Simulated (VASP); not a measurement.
# SrO in VASP 6.6.1, single-point calculation

INCAR

```
LCHARG = .FALSE.
LWAVE = .FALSE.
PREC = Accurate
NELM = 75
ENCUT = 520
LASPH = .TRUE.
NBANDS = 15
IBRION = -1
EDIFF = 1E-6
SIGMA = 0.02
ISMEAR = -1
ISIF = 2
NSW = 0
IVDW = 11
LREAL = .FALSE.
GGA = PE
```

KPOINTS

```
KPOINTS created by Atomic Simulation Environment
0
Gamma
8 8 8
0 0 0
```

POSCAR

```
Sr O
 1.0000000000000000
     0.0000000000000000    2.6056912490999999    2.6056912490999999
     2.6056912490999999    0.0000000000000000    2.6056912490999999
     2.6056912490999999    2.6056912490999999    0.0000000000000000
 Sr  O
   1   1
Cartesian
  0.0000000000000000  0.0000000000000000  0.0000000000000000
  2.6056912490999999  2.6056912490999999  2.6056912490999999
```

The recommended PBE PAW datasets give the neutral cell 16 valence electrons.

Command

```
mpirun -np 1 vasp_std
```

OSZICAR

```
N       E                     dE             d eps       ncg     rms          rms(c)
DAV:   1     0.669006440088E+02    0.66901E+02   -0.85443E+03   870   0.104E+03
DAV:   2    -0.111231104691E+02   -0.78024E+02   -0.71910E+02  1217   0.215E+02
DAV:   3    -0.141914197073E+02   -0.30683E+01   -0.30527E+01  1134   0.391E+01
DAV:   4    -0.142523706650E+02   -0.60951E-01   -0.60939E-01  1135   0.540E+00
DAV:   5    -0.142537615874E+02   -0.13909E-02   -0.13909E-02  1075   0.629E-01    0.153E+01
DAV:   6    -0.122178730708E+02    0.20359E+01   -0.68389E+00   884   0.192E+01    0.180E+01
DAV:   7    -0.120642507454E+02    0.15362E+00   -0.32866E-01  1024   0.500E+00    0.104E+01
DAV:   8    -0.120533732386E+02    0.10878E-01   -0.12272E-01  1080   0.353E+00    0.368E-01
DAV:   9    -0.120544561128E+02   -0.10829E-02   -0.63195E-03  1091   0.508E-01    0.235E-01
DAV:  10    -0.120549075978E+02   -0.45149E-03   -0.44046E-04   954   0.200E-01    0.918E-02
DAV:  11    -0.120550713164E+02   -0.16372E-03   -0.17387E-04   926   0.972E-02    0.279E-02
DAV:  12    -0.120550908158E+02   -0.19499E-04   -0.29041E-05   940   0.389E-02    0.238E-02
DAV:  13    -0.120550905413E+02    0.27444E-06   -0.17270E-06   988   0.117E-02
   1 F= -.12388219E+02 E0= -.12388219E+02  d E =-.534672E-12
```

From OUTCAR

```
k-points           NKPTS =     29   k-points in BZ     NKDIM =     29   number of bands    NBANDS=     15

   NELECT =      16.0000    total number of electrons

   dimension x,y,z NGX =    28 NGY =   28 NGZ =   28
   dimension x,y,z NGXF=    56 NGYF=   56 NGZF=   56

  energy-cutoff  :      520.00
  volume of cell :       35.38
      direct lattice vectors                 reciprocal lattice vectors
     0.000000000  2.605691249  2.605691249    -0.191887661  0.191887661  0.191887661
     2.605691249  0.000000000  2.605691249     0.191887661 -0.191887661  0.191887661
     2.605691249  2.605691249  0.000000000     0.191887661  0.191887661 -0.191887661

 k-points in reciprocal lattice and weights: KPOINTS created by Atomic Simulation Env
   0.00000000  0.00000000  0.00000000       0.002
   0.12500000  0.00000000  0.00000000       0.016
   0.25000000  0.00000000  0.00000000       0.016
   0.37500000  0.00000000  0.00000000       0.016
   0.50000000  0.00000000  0.00000000       0.008
   0.12500000  0.12500000  0.00000000       0.012
   0.25000000  0.12500000  0.00000000       0.047
   0.37500000  0.12500000  0.00000000       0.047
   ...

 E-fermi :   1.9426

 k-point     1 :       0.0000    0.0000    0.0000
  band No.  band energies     occupation
      1     -31.0555      2.00000
      2     -13.5616      2.00000
      3     -12.7323      2.00000
      4     -12.7323      2.00000
      5     -12.7323      2.00000
      6       1.4779      2.00000
      7       1.4779      2.00000
      8       1.4779      2.00000
      9       5.1799      0.00000
     10       7.5978      0.00000
     11       7.5978      0.00000
     12       7.5978      0.00000
     13       9.6759      0.00000
     14       9.6759      0.00000
     15      13.9900      0.00000

 k-point     2 :       0.1250    0.0000    0.0000
  band No.  band energies     occupation
      1     -31.0388      2.00000
      2     -13.9369      2.00000
      3     -12.7434      2.00000
      4     -12.7434      2.00000
      5     -12.3990      2.00000
      6       1.0355      2.00000
      7       1.2950      2.00000
      8       1.2950      2.00000
      9       5.8637      0.00000
     10       7.4507      0.00000
     11       7.8896      0.00000
     12       7.8896      0.00000
     13      10.0565      0.00000
     14      10.0565      0.00000
     15      14.9421      0.00000

 k-point     3 :       0.2500    0.0000    0.0000
  band No.  band energies     occupation
      1     -30.9983      2.00000
      2     -14.4834      2.00000
      3     -12.7700      2.00000
      4     -12.7700      2.00000
      5     -11.9544      2.00000
      6       0.2391      2.00000
      7       0.8985      2.00000
      8       0.8985      2.00000
      9       7.2699      0.00000
     10       7.4683      0.00000
     11       8.6795      0.00000
     12       8.6795      0.00000
     13      11.0122      0.00000
     14      11.0122      0.00000
     15      16.8087      0.00000

 ...

  Total      -0.50760    -0.50760    -0.50760    -0.00000    -0.00000    -0.00000
  in kB     -22.98421   -22.98421   -22.98421    -0.00000    -0.00000    -0.00000
  external pressure =      -22.98 kB  Pullay stress =        0.00 kB

 POSITION                                       TOTAL-FORCE (eV/Angst)
 -----------------------------------------------------------------------------------
      0.00000      0.00000      0.00000        -0.000000      0.000000      0.000000
      2.60569      2.60569      2.60569         0.000000     -0.000000     -0.000000
 -----------------------------------------------------------------------------------
    total drift:                                0.000000      0.000000      0.000000

  FREE ENERGIE OF THE ION-ELECTRON SYSTEM (eV)
  ---------------------------------------------------
  free  energy   TOTEN  =       -12.3882188127 eV

  energy  without entropy=      -12.3882188127  energy(sigma->0) =      -12.38821881
```

It converged. Results: gap between bands v and c on the k mesh 3.28 eV; least direct gap on the k mesh 3.40 eV; pressure -2.3 GPa. Band v is the last that the valence electrons fill when counted band by band, and c is the next.

For comparison, a separate PBE run of the intended cell, on usual settings and not on those above, gives a gap of 3.28 eV on its mesh and a pressure of -0.3 GPa.

The run above took about 10 s on one core of a shared host (Intel Xeon Platinum 8488C) and held 0.16 GiB at most.
